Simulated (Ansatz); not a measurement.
**How much do the gradients of ZnS depend on the method?**

Cell: a Materials Project structure (computed, not necessarily an observed phase).

```xyz
12
Lattice="1.9042 1.0994 18.6769 -1.9042 1.0994 18.6769 0.0000 -2.1987 18.6769" Properties=species:S:1:pos:R:3 pbc="T T T"
Zn    0.0000    0.0000   31.1283
Zn    0.0000    0.0000    9.3381
Zn    0.0000    0.0000   21.7923
Zn    0.0000    0.0000   15.5650
Zn    0.0000    0.0000    0.0003
Zn    0.0000    0.0000   43.5805
S     0.0000    0.0000   33.4643
S     0.0000    0.0000    2.3367
S     0.0000    0.0000   24.1251
S     0.0000    0.0000   11.6704
S     0.0000    0.0000   17.8962
S     0.0000    0.0000   45.9139
```

Sites (sets of like atoms) are named by element and the number of their first atom in this list.

First run. Level of theory: DFT, PBE, plane waves and PAW, scalar-relativistic, 420 eV cutoff, Γ-centred 8×8×8 k-points, Fermi–Dirac smearing 0.02 eV (Ansatz 0.2.0).

| site | atom | V_zz (10²¹ V/m²) | η |
| --- | --- | --- | --- |
| Zn1 | 1 | -0.077 | 0.00 |
| Zn2 | 2 | 0.026 | 0.00 |
| Zn6 | 6 | 0.024 | 0.00 |
| Zn3 | 3 | 0.067 | 0.00 |
| Zn5 | 5 | -0.071 | 0.00 |
| S7 | 7 | 0.17 | 0.00 |
| S8 | 8 | 0.18 | 0.00 |
| S9 | 9 | 0.032 | 0.00 |
| S10 | 10 | 0.080 | 0.00 |
| S11 | 11 | 0.088 | 0.00 |

Second run. The same atoms and settings, except that the functional is r2SCAN and the cutoff is 500 eV.

Q: Given the first result, estimate the second.

A: 

```csv
site,atom,V_zz,η,change of V_zz
Zn1,1,-0.065,0.00,+0.01
Zn2,2,0.030,0.00,0.00
Zn6,6,0.027,0.00,0.00
Zn3,3,0.067,0.00,0.00
Zn5,5,-0.059,0.00,+0.01
S7,7,0.18,0.00,+0.01
S8,8,0.20,0.00,+0.02
S9,9,0.026,0.00,-0.01
S10,10,0.062,0.00,-0.02
S11,11,0.068,0.00,-0.02
```

No V_zz moves by more than 0.02. Sites with |V_zz| of 0.02 or less aren't listed.

For the second run: With these PAW files V_zz is typically within 2 to 3 % of all-electron values, but misses above 10 % occur on Zn.
